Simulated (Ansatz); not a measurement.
## Au in Ansatz: the effect of target pressure

Au:

```
CELL_PARAMETERS angstrom
2.90000 0.00000 0.00000
-1.45000 2.51147 0.00000
0.00000 0.00000 4.88000
ATOMIC_POSITIONS crystal
Au 0.66667 0.33333 0.25000
Au 0.33333 0.66667 0.75000
```

This isn't the form of Au at room conditions, which is fcc.

Alike in all runs:

```yaml
Program: Ansatz 0.2.0
Task: relaxation of cell and atoms
Functional: PBEsol
Potentials_or_basis: Ansatz PAW
Cutoff: "420 eV (not typed: the program's choice for these potentials)"
k_mesh: 11 × 11 × 6
Occupations: fermi-dirac, width 0.05 eV
Spin: no spin polarisation
```

Each run relaxes the cell or the atoms first.

```csv
target pressure,relaxed volume (Å³/atom)
0 GPa,17.02
2 GPa,16.83
5 GPa,16.57
10 GPa,16.19
20 GPa,15.56
30 GPa,?
```

**Question.** What does the run with target pressure 30 GPa give?

**Answer.** Relaxed volume 15.06 Å³/atom.

Worked out: In Murnaghan's law V^(-B') rises as a straight line in P. The other rows fit best with B' = 5.2, V0 = 17.02 Å³/atom and B0 = 175 GPa, which gives 15.06 Å³/atom at 30 GPa, against the run's 15.06.

Caveats: the plane-wave basis is chosen anew once the cell has moved, so the energies of steps on either side of that aren't comparable; the PAW data sets come from PBE, with cores solved anew for the run's functional, which leaves a small shift of forces and pressure; the volume moved by over 15 % at a fixed basis, so the end points are rough (some runs).
